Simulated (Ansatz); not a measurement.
Runs of Ansatz 0.2.0 on LiF. It takes space group Pm-3m (No. 221, cubic). The conventional cell has a = 2.560 Å, b = 2.560 Å, c = 2.560 Å, α = 90.00°, β = 90.00°, γ = 90.00°. F (site symmetry m-3m) is surrounded by 8 Li at 2.22 Å. Li (site symmetry m-3m) has 8 F at 2.22 Å as nearest neighbours. Measurements of this composition are mostly on another form, of space group No. 225.

```tsv
cell	gap on the mesh (eV)	pressure (GPa)
relaxed	7.72	0.0
relaxed to 5 GPa	8.25	5.0
relaxed to 2 GPa	7.94	2.0
relaxed to 10 GPa	8.71	10.0
relaxed to 20 GPa	(a)	20.0
relaxed to 30 GPa	(b)	30.0
```

Alike in all rows: task relaxation of cell and atoms; level PBEsol; potentials or basis all-electron LAPW, scalar-relativistic; no spin polarisation; k mesh 10 × 10 × 10; smearing fermi-dirac 0.05 eV; basis error allowed 0.001 eV/atom.

Question: Estimate the missing entries.

Answer: (a) 9.50; (b) 10.17.

A k mesh can miss the band edges.
